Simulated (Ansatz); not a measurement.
# Energy landscape near a RbBr structure

These are results of DFT PBEsol, scalar-relativistic, plane waves, PAW in Ansatz, not measurements.

Plane waves to 420 eV, a k mesh through Γ of 6×6×6 on the computed 2-atom cell and Gaussian smearing (0.02 eV); no spin polarisation.

Reference cell:

```xyz
2
Lattice="0.0000 3.4275 3.4275 3.4275 0.0000 3.4275 3.4275 3.4275 0.0000" Properties=species:S:1:pos:R:3 pbc="T T T"
Rb    0.0000    0.0000    0.0000
Br    3.4275    3.4275    3.4275
```

Each variant moves atoms of this cell by the vectors given, if any (Å), and then applies a symmetric strain (tensor components, Cartesian axes). The reference cell isn't relaxed at this level. Energies are per atom at zero smearing, counted from the lowest variant. Pressure is positive in compression.

1. strain (xx yy zz yz xz xy, %) 4.46 4.46 1.46 0.00 0.00 -0.34; moves: Rb1 (0.000, 0.000, 0.250); Br2 (0.000, 0.000, -0.250)
2. strain (xx yy zz yz xz xy, %) 3.31 3.31 3.31 0.00 0.00 0.00
3. strain (xx yy zz yz xz xy, %) -2.51 -1.47 2.51 0.55 -1.61 -1.44; moves: Rb1 (-0.069, 0.065, 0.032); Br2 (0.069, -0.065, -0.032)
4. strain (xx yy zz yz xz xy, %) 2.46 2.46 2.46 0.00 0.00 0.00

(1) Order the variants by energy, lowest first.

(2) Order them by pressure, highest first.

Results:

(1) 4 (0.0 meV/atom), 2 (6.7 meV/atom), 3 (11.5 meV/atom), 1 (91.8 meV/atom).

(2) 3 (0.49 GPa), 1 (0.17 GPa), 4 (-0.88 GPa), 2 (-1.09 GPa).